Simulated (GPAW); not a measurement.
The system is HfO2.

```xyz
3
Lattice="0.0000 2.5575 2.5575 2.5575 0.0000 2.5575 2.5575 2.5575 0.0000" Properties=species:S:1:pos:R:3 pbc="T T T"
Hf    0.0000    0.0000    0.0000
O     3.8363    3.8363    3.8363
O     1.2788    1.2788    1.2788
```

Measurements of this composition are mostly on another form, of space group No. 14.

Base run:

| Property | Result |
| --- | --- |
| Program | GPAW 26.7.0 |
| Functional | r2SCAN |
| Potentials or basis | GPAW PAW data sets (gpaw-data 1.2.1) |
| Cutoff | 800 eV |
| Basis | pw |
| k mesh | 9 × 9 × 9 |
| Occupations | fermi-dirac, width 0.05 eV |
| Spin | no spin polarisation |

Its results: band gap on the k mesh 4.32 eV, indirect (least direct gap 4.43 eV); pressure -8.5 GPa.

**Question.** The run is repeated on the same cell with these changes: functional from r2SCAN to PBE; occupations from fermi-dirac, width 0.05 eV to gaussian, width 0.028 eV. What comes out?

**Answer.** Band gap on the k mesh 3.84 eV, indirect (least direct gap 3.95 eV); pressure -2.8 GPa.

Caveats: spin-orbit coupling is left out, which moves the levels of the heavy elements; the PAW data sets were made with another functional, which shifts forces and pressure a little (some runs); the mesh misses the band edges, which the band path finds closer together (some runs); an odd mesh through Γ misses points on the zone boundary, where band edges often lie (some runs).

Not every run made on this cell is shown here.
